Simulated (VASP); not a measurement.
Wanted: the native input for a VASP 6.6.1 run.

* Task: relaxation of the atoms
* Functional: PBEsol
* Potentials or basis: VASP PAW PBE potentials, release 64 (Si)
* Cutoff: 600 eV
* k mesh: 10 × 10 × 10
* Occupations: gaussian, width 0.03 eV
* Spin: no spin polarisation
* Further INCAR settings: ALGO = Fast; EDIFF = 1e-07; IBRION = 2; EDIFFG = -0.01; NSW = 40

The structure of Si lies in POSCAR:

```
Si                                      
1.0
    0.0000000000      2.7536129649      2.7536129649
    2.7536129649      0.0000000000      2.7536129649
    2.7536129649      2.7536129649      0.0000000000
  Si            
     2
Direct
     0.7500000000000000    0.7500000000000000    0.7500000000000000
     0.5000000000000000    0.5000000000000000    0.5000000000000000
```

The cell isn't the ideal one: a relaxed cell with its volume scaled by 1.04.

These files were run (other wordings do the same):

INCAR

```
SYSTEM = Si
ALGO = Fast
EDIFF = 1E-7
EDIFFG = -0.01
ENCUT = 600
GGA = PS
IBRION = 2
ISIF = 2
ISMEAR = 0
LASPH = .TRUE.
LCHARG = .FALSE.
LREAL = .FALSE.
LWAVE = .FALSE.
NELM = 80
NSW = 40
PREC = Accurate
SIGMA = 0.03
```

KPOINTS

```
k-points
0
G
  10 10 10
  0 0 0
```

Potentials or basis: VASP PAW PBE potentials, release 64 (Si).

Launch:

```console
$ cat potpaw_PBE.64/Si/POTCAR > POTCAR
$ mpirun -np 1 vasp_std > vasp.out
```

It gave:

The pressure after relaxing is -3.4 GPa and the band gap on the k mesh is 0.54 eV, indirect (least direct gap 2.48 eV).

Caveat: the relaxation stopped at its first step, so nothing moved; the PAW data sets were made with another functional, which shifts forces and pressure a little.

It took 6.9 s on 1 thread of Intel(R) Xeon(R) 6975P-C (Granite Rapids), with other jobs on the host, peak memory 0.17 GiB.
